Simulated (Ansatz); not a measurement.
# Si: the cost of one run

Computed with Ansatz 0.2.0 (DFT r2SCAN, scalar-relativistic, plane waves, PAW, unless a step's input says otherwise).

1 further run of the same task is left out (set aside as unsound or not needed).

### 1 The starting structure

It takes space group P6_3/mmc (No. 194, hexagonal). Conventional cell: a = 3.832 Å, b = 3.832 Å, c = 6.342 Å, α = 90.00°, β = 90.00°, γ = 120.00°. Around Si (site symmetry 3m) lie 4 Si at 2.35 to 2.37 Å.

Structure file:

```
Si
1.0
     3.83191    0.00000    0.00000
    -1.91595    3.31853    0.00000
     0.00000    0.00000    6.34182
Si
4
Cartesian
  0.0000 2.2124 0.4001
  1.9160 1.1062 3.5710
  0.0000 2.2124 2.7708
  1.9160 1.1062 5.9417
```

It goes back to an entry of the Materials Project, which need not be the stable form.

It is the result of an earlier relaxation at this level (volume 20.16 Å³/atom; gap on the mesh: 0.61 eV).

### 2 The undisturbed cell

input.yaml

```yaml
crystal:
  lattice:
    - [3.8319083606, 0.0, 0.0]
    - [-1.9159541803, 3.3185299852, 0.0]
    - [0.0, 0.0, 6.3418199159]
  atoms:
    - { symbol: Si, position: [0.3333333333, 0.6666666667, 0.0630908784] }
    - { symbol: Si, position: [0.6666666667, 0.3333333333, 0.5630908784] }
    - { symbol: Si, position: [0.3333333333, 0.6666666667, 0.4369091216] }
    - { symbol: Si, position: [0.6666666667, 0.3333333333, 0.9369091216] }
basis:
  ecutwfc: 500
kpoints:
  mp_grid: { grid: [12, 12, 4] }
hamiltonian:
  xc: r2scan
scf:
  occupations: { method: gaussian, width: 0.05 }
output:
  forces: true
  stress: true
  eigenvalues: true
```

The run is started by

```sh
$ ansatz run input.yaml --threads 2 --pin off --max-ram 5120MiB --backend cpu --events-out ev --progress --plain --runs-dir out
```

**Question.** How long does this run take on 2 threads of Intel Xeon Platinum 8259CL at 2.50GHz (Skylake/Cascade Lake), shared host, and how much memory does it need?

About 4.3 s, with a peak of 0.61 GiB.
